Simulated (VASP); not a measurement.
NaF (Villiaumite): equation of state with PBEsol

NaF (Villiaumite):

```xyz
2
Lattice="0.0000 2.3200 2.3200 2.3200 0.0000 2.3200 2.3200 2.3200 0.0000" Properties=species:S:1:pos:R:3 pbc="T T T"
Na    0.0000    0.0000    0.0000
F     2.3200    2.3200    2.3200
```

```
Program                : VASP 6.6.1
Task                   : equation of state
Functional             : PBEsol
Potentials or basis    : VASP PAW PBE potentials, release 64 (Na_pv, F)
Cutoff                 : 520 eV
k mesh                 : 10 × 10 × 10
Occupations            : fermi-dirac, width 0.05 eV
Spin                   : no spin polarisation
Ladder                 : free
Further INCAR settings : ALGO = Normal; EDIFF = 1e-07; NBANDS = 14
```

```
Equilibrium volume                      : 12.46 Å³/atom
Bulk modulus                            : 49 GPa
Pressure derivative of the bulk modulus : 4.4
```

Energy against volume, from the lowest point:
```tsv
volume (Å³/atom)	energy (meV/atom)
11.738	7.13
11.988	2.95
12.237	0.63
12.487	0.00
12.737	0.84
12.987	3.06
13.236	6.48
```

All runs of the series together: 110 s on 1 thread of Intel(R) Xeon(R) Platinum 8259CL CPU @ 2.50GHz (Skylake/Cascade Lake), with other jobs on the host.

Caveat: the PAW data sets were made with another functional, which shifts forces and pressure a little.
